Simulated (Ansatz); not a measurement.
# Li: which structure wins at one pressure

Aim: bring Li in several structures (fcc, bcc, hcp, hP4, sc, simple hexagonal) to one pressure and rank them by enthalpy. The pressure is set by scaling the first phase. The runs shown use LAPW. Companion runs by PAW are cited.

Method: DFT, PBE, all-electron LAPW, scalar-relativistic, in Ansatz 0.2.0.

## (1) The structure to begin with

Symmetry: Fm-3m, No. 225, cubic system. The conventional cell has a = 3.659 Å, b = 3.659 Å, c = 3.659 Å, α = 90.00°, β = 90.00°, γ = 90.00°. Li (site symmetry m-3m) is surrounded by 12 Li at 2.59 Å.

Structure file:

```
CELL_PARAMETERS angstrom
0.00000 1.82929 1.82929
1.82929 0.00000 1.82929
1.82929 1.82929 0.00000
ATOMIC_POSITIONS crystal
Li 0.00000 0.00000 0.00000
```

## (2) Fcc relaxed under pressure, LAPW

Contents of input.yaml:

```yaml
crystal:
  lattice:
    - [0.0, 1.8292871836, 1.8292871836]
    - [1.8292871836, 0.0, 1.8292871836]
    - [1.8292871836, 1.8292871836, 0.0]
  atoms:
    - { symbol: Li, position: [0.0, 0.0, 0.0] }
kpoints:
  mp_grid: { grid: [18, 18, 18] }
scf:
  occupations: { method: fermi_dirac, width: 0.08 }
hamiltonian:
  xc: pbe
  pseudopotentials: { kind: all_electron, lapw: { basis_error: 0.0005 } }
output:
  forces: true
  stress: true
  eigenvalues: true
relax:
  f_tol: 0.005
  max_steps: 12
  cell: { p_target: 16.0, stress_tol: 0.03 }
```

Command:

```console
ansatz run input.yaml --threads 1 --pin off --max-ram 3584MiB --backend cpu --events-out ev --progress --plain --runs-dir out
```

After this run come: Bcc relaxed under pressure, LAPW; Hcp relaxed under pressure, LAPW; HP4 at the cell that PAW relaxed, LAPW; Sc relaxed under pressure, LAPW; Simple hexagonal relaxed under pressure, LAPW.

Before running it: what results should come out? Wanted: pressure; lowest (for each run or level that gives them).

The runs gave:

```
     quantity                        value
     pressure                       16 GPa
lowest (LAPW)  fcc, 2.6 meV/atom under hP4
 lowest (PAW)  fcc, 2.6 meV/atom under hP4
```

By LAPW the order is fcc < hP4 < hcp < bcc < simple hexagonal < sc; the first two lie within 2.6 meV/atom, too close to call. By PAW the order is fcc < hP4 < hcp < bcc < simple hexagonal < sc; the first two lie within 2.6 meV/atom, too close to call. The methods agree on the lowest phase. Only these structures were tried, with electrons smeared by 0.08 eV and without vibrations, so the true ground state may be another. The k meshes differ between phases and weren't tested, which can move differences by some meV.
